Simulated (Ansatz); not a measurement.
## Surface calculation: fcc Re (110), 2 layers

The slab is cut from the fcc crystal, which needn't be the stable phase, as relaxed on PAW files (15.00 Å³/atom), with 16 Å of vacuum and a dipole correction:

```yaml
crystal:
  lattice:
    - [2.76832, 0.00000, 0.00000]
    - [0.00000, 3.91500, 0.00000]
    - [0.00000, 0.00000, 17.38420]
  atoms:
    - { symbol: Re, position: [0.25000, 0.25000, 0.46019] }
    - { symbol: Re, position: [0.75000, 0.75000, 0.53981] }
```

Level of theory: DFT with PBE, scalar-relativistic, in Ansatz 0.2.0; a Γ-centred 15×11×1 k mesh, Fermi–Dirac smearing of 0.08 eV, no spin polarisation. LAPW: all electrons, basis error target 1 meV/atom; PAW: frozen-core files, cutoff 420 eV.

The bulk energy comes from a cell in the slab's orientation on a 15×11×15 mesh. The surface energy is (E(slab) − N·E(bulk))/2A at zero smearing, the mean of both faces; thin slabs carry quantum-size effects.

Spin–orbit coupling is left out, which matters for the heavy atoms. The cell is 1×1, so reconstructions are forbidden, and in slabs of four or five layers the relaxations can be far larger than at a real surface.

As cut, the LAPW slab lies 4.921 eV above 2 atoms of bulk. What surface energy is that?

Over two faces of 10.84 Å² it is 227.0 meV/Å², and times 16.02 J/m² per eV/Å² that gives γ = 3.637 J/m².

```csv
method,γ as cut (J/m²),γ relaxed (J/m²),Φ as cut (eV),Φ relaxed (eV)
LAPW,3.637,3.167,4.75,4.78
PAW,3.641,3.168,4.75,4.78
```

How do the spacings between the planes relax?

From the bottom face up: d12 -26.6 % of 1.384 Å.
